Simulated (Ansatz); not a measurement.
A run of Ansatz 0.2.0 is set up as follows.

input.yaml

```yaml
crystal:
  lattice:
    - [-1.805, 1.805, 1.805]
    - [1.805, -1.805, 1.805]
    - [1.805, 1.805, -1.805]
  atoms:
    - { symbol: Hf, position: [0.0, 0.0, 0.0] }
hamiltonian:
  xc: pbe
  pseudopotentials: { kind: paw }
kpoints:
  mp_grid: { grid: [10, 10, 10] }
scf:
  occupations: { method: gaussian, width: 0.026 }
output:
  forces: true
  stress: true
  eigenvalues: true
```

Potentials or basis: Ansatz PAW.

Command:

```console
$ ansatz run input.yaml --threads 2 --pin off --max-ram 5632MiB --backend cpu --events-out ev --progress --plain --runs-dir out
```

Problem. What does it give for the band gap on the k mesh?

Solution. None (metal or under the smearing width).

Problem. What does it give for the pressure?

Solution. -5.0 GPa.

Spin-orbit coupling is left out, which matters for the levels of Hf.
